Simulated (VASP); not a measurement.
A run of VASP 6.6.1 is set up as follows.

Contents of POSCAR:

```
PbSe                                    
1.0
    4.1942038726      0.0000000000      0.0000000000
    0.0000000000      4.1942038726      0.0000000000
    0.0000000000      0.0000000000      6.2853949316
  Pb              Se            
     2     2
Direct
     0.0000000000000000    0.0000000000000000    0.0000000000000000
     0.5000000000000000    0.5000000000000000    0.5000000000000000
     0.5000000000000000    0.5000000000000000    0.0000000000000000
     0.0000000000000000    0.0000000000000000    0.5000000000000000
```

File INCAR.step1:

```
SYSTEM = PbSe
  PREC = Accurate
  ENCUT = 520
  EDIFF = 1E-7
  ISMEAR = 0
  SIGMA = 0.02
  LREAL = .False.
  LASPH = .True.
  NELM = 60
  ALGO = Normal
  ISIF = 2
  LWAVE = .False.
  LCHARG = .True.
  MAGMOM = 0 0 0 0 0 0 0 0 0 0 0 0
  LORBIT = 11
  LSORBIT = .True.
  GGA_COMPAT = .False.
  GGA = PE
  NBANDS = 54
  KPAR = 4
```

The input KPOINTS.step1:

```
Automatic mesh
0
Gamma
  7 7 5
  0 0 0
```

File INCAR.step2:

```
SYSTEM = PbSe
  PREC = Accurate
  ENCUT = 520
  EDIFF = 1E-7
  ISMEAR = 0
  SIGMA = 0.05
  LREAL = .False.
  LASPH = .True.
  NELM = 60
  ALGO = Normal
  ISIF = 2
  LWAVE = .False.
  LCHARG = .False.
  MAGMOM = 0 0 0 0 0 0 0 0 0 0 0 0
  LORBIT = 11
  LSORBIT = .True.
  GGA_COMPAT = .False.
  GGA = PE
  NBANDS = 54
  ICHARG = 11
  KPAR = 4
```

KPOINTS.step2

```
path GXMGZRAZ,XR,MA
10
line-mode
reciprocal
 0.0000000000  0.0000000000  0.0000000000  G
 0.0000000000  0.5000000000  0.0000000000  X

 0.0000000000  0.5000000000  0.0000000000  X
 0.5000000000  0.5000000000  0.0000000000  M

 0.5000000000  0.5000000000  0.0000000000  M
 0.0000000000  0.0000000000  0.0000000000  G

 0.0000000000  0.0000000000  0.0000000000  G
 0.0000000000  0.0000000000  0.5000000000  Z

 0.0000000000  0.0000000000  0.5000000000  Z
 0.0000000000  0.5000000000  0.5000000000  R

 0.0000000000  0.5000000000  0.5000000000  R
 0.5000000000  0.5000000000  0.5000000000  A

 0.5000000000  0.5000000000  0.5000000000  A
 0.0000000000  0.0000000000  0.5000000000  Z

 0.0000000000  0.5000000000  0.0000000000  X
 0.0000000000  0.5000000000  0.5000000000  R

 0.5000000000  0.5000000000  0.0000000000  M
 0.5000000000  0.5000000000  0.5000000000  A
```

Potentials or basis: VASP PAW PBE potentials, release 64 (Pb_d, Se).

The run is started by

```bash
$ cat potpaw_PBE.64/Pb_d/POTCAR potpaw_PBE.64/Se/POTCAR > POTCAR
$ cp INCAR.step1 INCAR
$ cp KPOINTS.step1 KPOINTS
$ mpirun -np 4 vasp_ncl > vasp.out
$ cp INCAR.step2 INCAR
$ cp KPOINTS.step2 KPOINTS
$ mpirun -np 4 vasp_ncl > vasp.out
```

(1) What does it give for the net moment?

Answers

(1) 0.00 μB per cell.
